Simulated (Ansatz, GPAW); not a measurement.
Ir: 3 runs at one level of theory

```
Ir
1.0
     0.00000    1.91560    1.91560
     1.91560    0.00000    1.91560
     1.91560    1.91560    0.00000
Ir
1
Direct
  0.00000 0.00000 0.00000
```

Alike in all runs: task single point; functional PBE; k mesh 12 × 12 × 12; occupations gaussian, width 0.016 eV; no spin polarisation; no spin-orbit coupling. Pressure is positive in compression and, in plane waves, holds the error of the finite cutoff, which Ansatz's Pulay term estimates and takes out.

```tsv
program and potentials	plane-wave cutoff (eV)	notes	band gap (eV)	pressure (GPa)
Ansatz, Ansatz PAW	420	17 valence electrons an atom on average; Pulay term of +0.09 GPa included	no gap	11.11
Ansatz, all-electron LAPW, scalar-relativistic	-	-	no gap	11.04
GPAW, GPAW PAW data sets (gpaw-data 1.2.1)	600	15 valence electrons an atom on average	no gap	9.81
```

None finds a gap. The pressure spans 9.81 (GPAW, GPAW PAW data sets (gpaw-data 1.2.1)) to 11.11 GPa (Ansatz, Ansatz PAW), with all-electron results at 11.04. The cell lies far from this level's equilibrium.

Differences between rows come from potentials, basis sets and numerical settings, since the functional is the same but for its coding. Runs on potential files found faulty are left out.
